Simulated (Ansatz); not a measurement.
**HfO2: band structure with PBEsol+U**

The system is HfO2.

```
Hf O
1.0
     0.00000    2.55750    2.55750
     2.55750    0.00000    2.55750
     2.55750    2.55750    0.00000
Hf O
1 2
Direct
  0.00000 0.00000 0.00000
  0.75000 0.75000 0.75000
  0.25000 0.25000 0.25000
```

Measurements of this composition are mostly on another form, of space group No. 14.

| Property | Result |
| --- | --- |
| Program | Ansatz 0.2.0 |
| Task | band structure |
| Functional | PBEsol |
| Potentials or basis | Ansatz PAW |
| Cutoff | 420 eV (not typed: the program's choice for these potentials) |
| k mesh | 9 × 9 × 9 |
| Occupations | fermi-dirac, width 0.05 eV |
| Spin | no spin polarisation |
| Hubbard terms | Hf d U = 3.5 eV |
| Path | [["G", "X", "W", "K", "G", "L", "U", "W", "L", "K"], ["U", "X"]] |
| Points for each segment of the path | 14 |
| Hubbard projectors | ortho-atomic (the default) |
| Double counting | fll (the default) |

The pressure is -5.1 GPa, the band gap on the k mesh is 4.30 eV, indirect (least direct gap 4.42 eV) and the band gap along the path is 4.19 eV, direct.

Levels at the corners of the path, in eV from the valence-band top:
```
point  band 17  band 18  band 19  band 20  band 21  band 22
    Γ    -0.63    -0.63    -0.63     4.61     4.61     5.18
    X    -1.46    -1.46     0.00     4.19     6.16     6.61
    W    -2.60    -1.31    -0.21     5.24     5.74     7.08
    K    -2.13    -1.34    -0.33     4.74     6.02     6.91
    Γ    -0.63    -0.63    -0.63     4.61     4.61     5.18
    L    -2.80    -1.88    -1.88     5.24     5.24     6.94
    U    -2.13    -1.34    -0.33     4.74     6.02     6.91
    W    -2.60    -1.31    -0.21     5.24     5.74     7.08
    L    -2.80    -1.88    -1.88     5.24     5.24     6.94
    K    -2.13    -1.34    -0.33     4.74     6.02     6.91
    U    -2.13    -1.34    -0.33     4.74     6.02     6.91
    X    -1.46    -1.46     0.00     4.19     6.16     6.61
```

Eigenvalues of the final occupation matrices:
| site | spin | trace | eigenvalues |
| --- | --- | --- | --- |
| site 1 | 1 | 0.99 | 0.12 0.12 0.25 0.25 0.25 |

Run time: 2.8 s on 2 threads of AMD EPYC 7B13 (Zen 3) (shared host), peak memory 0.42 GiB.

Caveat: the k mesh misses the band edges, so the gap on the mesh is wider than the one along the path; the pressure holds a Pulay correction of +0.9 GPa for the finite cutoff; spin-orbit coupling is left out, which moves the levels of the heavy elements; the PAW data sets come from PBE, with cores solved anew for the run's functional, which leaves a small shift of forces and pressure.
